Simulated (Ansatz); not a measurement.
# Twisted silicene bilayer, 7.34° (244 atoms): taking the cell apart: runs compared

Aim: the interaction energy between the two parts of twisted silicene bilayer, 7.34° (244 atoms) and its distance dependence.

Computed with Ansatz 0.2.0: Kohn-Sham DFT, PBEsol, PAW (set soft_2), plane waves.

**1. The cell as built**

The cell holds 244 atoms: 244 Si. Its edges and angles: a = 30.148 Å, b = 30.148 Å, c = 18.140 Å, α = 90.0°, β = 90.0°, γ = 120.0°. It derives from Si (silicene). Silicene (a = 3.86 Å) under silicene (a = 3.86 Å), bilayer, commensurate cell of 61 unit cells a layer, twist 7.34 deg; facing planes 3.26 Å apart; 14 Å of vacuum; layers as built, displaced by a Gaussian of 0.01 Å. Regions: layer 1, 122 atoms (122 Si); layer 2, 122 atoms (122 Si). Vacuum lies along c.

**2. The reference run**

The reference is a single point at the end of the relaxation.

The parts (lower: layer 1 and upper: layer 2) keep their atoms where they stand in it, and shifted cells move the upper part rigidly.

Its input, with most atom lines left out:

```yaml
crystal:
  lattice:
    - [30.1476, 0.0, 0.0]
    - [-15.0738, 26.10859, 0.0]
    - [0.0, 0.0, 18.14]
  atoms:
    - { symbol: Si, position: [0.08114, 0.84863, 0.42459] }
    - { symbol: Si, position: [0.08986, 0.78779, 0.3499] }
    - { symbol: Si, position: [0.14509, 0.00878, 0.43701] }
    - { symbol: Si, position: [0.14572, 0.93411, 0.3964] }
    - { symbol: Si, position: [0.10586, 0.63682, 0.352] }
    - { symbol: Si, position: [0.11588, 0.57925, 0.43414] }
    - { symbol: Si, position: [0.14978, 0.78486, 0.42976] }
    [... atom lines 8 to 244 left out ...]
kpoints:
  mp_grid: { grid: [3, 3, 1] }
hamiltonian:
  xc: pbesol
scf:
  occupations: { method: fermi_dirac, width: 0.05 }
output:
  forces: true
  populations: true
  dos:
    method: { smearing: { sigma: 0.08 } }
    de: 0.1
    projected: { site_lists: { Si: [Si] } }
  eigenvalues: true
  write_density: true
  write_potential: true
  volumetric_format: npy
  elf: true
```

| Property | Result |
| --- | --- |
| free energy per atom | -620.9883 eV/atom |
| r.m.s. force component | 0.02954 eV/Å |

No gap is quoted, since levels at the Fermi energy are partly filled.

**3. The runs**

Each row is one run, on 1 × NVIDIA H100 80GB HBM3 with 11 threads of AMD EPYC 7R13 (Zen 3), shared host. The free energy is the program's total, comparable only between runs with the same functional, potentials and atoms, or as a whole against its parts.

```
                                 run  atoms                outcome  ionic steps, all passes  free energy (eV)    time  host memory (GiB)
           Single point at the start    244              converged                        -       -151479.087    37 s                3.3
                          Relaxation    244  cut at the time limit                       30       -151521.134  15 min                4.4
Single point at the relaxed geometry    244              converged                        -       -151521.134   2 min                 10
                The lower part alone    122              converged                        -        -75715.284    34 s                3.6
                The upper part alone    122              converged                        -        -75716.249    34 s                3.6
          Upper part moved by +0.3 Å    244              converged                        -       -151507.891    90 s                3.3
          Upper part moved by -0.3 Å    244  cut at the time limit                        -                 -    95 s                3.3
          Upper part moved by +0.8 Å    244              converged                        -       -151471.475    88 s                3.3
          Upper part moved by +1.6 Å    244  cut at the time limit                        -                 -    70 s                3.3
```

In some runs the program notes that it cut back its plan to fit the GPU's memory, it cut back its work space to fit the memory limit and the exchange-correlation potential is rough where the density is thin.

**4. Interaction energy**

Whole cell less its two parts, each frozen at the geometry of the whole and solved in the same cell with the same functional, so that energy zeros cancel. The upper part is 'layer 2' and the lower part 'layer 1'. The nearest atoms of the two parts stand 2.33 Å apart. The face is 787.1 Å².

```
functional  interaction energy (eV)  of it, the added dispersion term (eV)  per area (meV/Å²)  per area (J/m²)  per atom of the upper part (meV)
    PBEsol                  -89.601                                      -             -113.8            -1.82                            -734.4
```

**5. Energy against separation**

The upper part is moved rigidly along the normal from its place in the reference.

```
shift (Å)  energy change (eV)  per area (meV/Å²)  share of the binding lost (%)
     +0.0               0.000               0.00                              -
     +0.3              13.243              16.82                             15
     +0.8              49.659              63.09                             55
```

**6. Levels of whole and parts**

```
      cell  level spacing (eV)  vacuum level at the upper face, over the highest filled level, or over E_F where no gap is given (eV)  moment (μB)
     whole                   -                                                                                                   4.66      no spin
lower part                   -                                                                                                   4.71      no spin
upper part                   -                                                                                                   4.72      no spin
```

A dash marks a cell without a clear gap, or without a flat potential in the vacuum.

**7. Outcome**

The parts bind with 113.8 meV/Å² (89.6 eV for the cell) at the level PBEsol, far more than van der Waals binding between intact sheets, and bonds of chemical length cross the interface. At +0.8 Å, 55 % of the binding is lost.

Caveats: The parts are frozen, so the energy of their deformation isn't counted. The relaxation stopped at its limit, so the geometry called relaxed here isn't at a minimum. 2 shifted cells gave no result. No correction is made for dipoles across the vacuum, and the parts also feel their periodic images through it. The reference functional has no dispersion term, which matters for the binding between molecules or layers.

The DFT runs together took 25 min of wall time.

[Logs are printed without paths, hosts, clocks, repeated set-up lines and the standing remarks that a program may print on its own settings, such as how far it seeks lower states.]

[Hosts, paths, dates, database ids (printed as entryN), source tags and the programs' standing remarks are cut or masked in the printed files.]
